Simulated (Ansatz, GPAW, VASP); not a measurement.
# GaAs: 3 runs at one level of theory

```
CELL_PARAMETERS angstrom
0.00000 2.82685 2.82685
2.82685 0.00000 2.82685
2.82685 2.82685 0.00000
ATOMIC_POSITIONS crystal
As 0.75000 0.75000 0.75000
Ga 0.00000 0.00000 0.00000
```

Alike in all runs: task single point; functional PBE; k mesh 8 × 8 × 8; occupations gaussian, width 0.022 eV; no spin polarisation; no spin-orbit coupling. Pressure is positive in compression and, in plane waves, holds the error of the finite cutoff.

```csv
program and potentials,plane-wave cutoff (eV),notes,band gap (eV),pressure (GPa)
"VASP, PBE PAW files As, Ga_d, 520 eV",520,9 valence electrons an atom on average,?,?
"Ansatz, all-electron LAPW, scalar-relativistic",-,-,0.52,3.27
"GPAW, GPAW PAW data sets (gpaw-data 1.2.1)",600,4 valence electrons an atom on average,0.59,4.33
```

Problem. Estimate from the other rows what the run with VASP, PBE PAW files As, Ga_d, 520 eV gave.

Solution. Band gap 0.52 eV; pressure 3.44 GPa. The other rows, which needn't bracket it: band gap 0.52 to 0.59; pressure 3.27 to 4.33.
